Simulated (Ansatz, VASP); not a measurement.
**Two plane-wave programs on Sn**

The input INCAR:

```
SYSTEM = Sn
PREC     = Accurate       ! precision mode
ENCUT    = 600            ! plane-wave cutoff, eV
EDIFF    = 1E-6           ! SCF threshold, eV
ISMEAR   = -1             ! smearing method
SIGMA    = 0.05           ! smearing width, eV
LREAL    = .FALSE.        ! projectors in reciprocal space
LASPH    = .TRUE.         ! aspherical terms in the spheres
NELM     = 100            ! most SCF steps
ALGO     = Fast           ! electronic algorithm
ISIF     = 3              ! what is computed and relaxed
LWAVE    = .FALSE.        ! write WAVECAR
LCHARG   = .FALSE.        ! write CHGCAR
GGA      = PE             ! functional
IBRION   = 2              ! ionic algorithm
NSW      = 40             ! ionic steps
EDIFFG   = -0.01          ! ionic threshold
```

The input KPOINTS:

```
Automatic mesh
0
G
  10 10 10
  0 0 0
```

The input POSCAR:

```
Sn
1.0
   -1.8946518192      1.8946518192      1.8946518192
    1.8946518192     -1.8946518192      1.8946518192
    1.8946518192      1.8946518192     -1.8946518192
Sn
1
Direct
    0.0000000000      0.0000000000      0.0000000000
```

Contents of input.yaml:

```yaml
crystal:
  lattice:
    - [-1.8946518192, 1.8946518192, 1.8946518192]
    - [1.8946518192, -1.8946518192, 1.8946518192]
    - [1.8946518192, 1.8946518192, -1.8946518192]
  atoms:
    - { symbol: Sn, position: [0.0, 0.0, 0.0] }
hamiltonian:
  xc: pbe
  pseudopotentials: { kind: paw }
kpoints:
  mp_grid: { grid: [10, 10, 10] }
scf:
  occupations: { method: fermi_dirac, width: 0.05 }
output:
  forces: true
  stress: true
  eigenvalues: true
  write_density: true
  write_potential: true
  elf: true
  volumetric_format: npy
relax:
  f_tol: 0.01
  max_steps: 40
  cell: { stress_tol: 0.05 }
```

This isn't the form of Sn at room conditions, which is tetragonal (white tin).

Alike in both runs: task relaxation of cell and atoms; functional PBE; k mesh 10 × 10 × 10; occupations fermi-dirac, width 0.05 eV; no spin polarisation.

```csv
,VASP,Ansatz
version,VASP 6.6.1,Ansatz 0.2.0
potentials or method,"VASP PAW PBE potentials, release 64 (Sn_d_GW)",Ansatz PAW
plane-wave cutoff (eV),600,420
valence electrons in the cell,14,14
```

```tsv
	VASP	Ansatz	Ansatz less VASP
gap on the k mesh at the Fermi level, each at its own relaxed structure (eV)	none	none	-
relaxed volume (Å³/atom)	27.71	27.58	-0.131
relaxed cell length with the largest relative difference (Å)	3.302	3.297	-0.0052
```

A gap of «none» marks a metal or a gap that the smearing closes.

Caveats: the plane-wave basis is chosen anew once the cell has moved, so the energies of steps on either side of that aren't comparable (Ansatz).
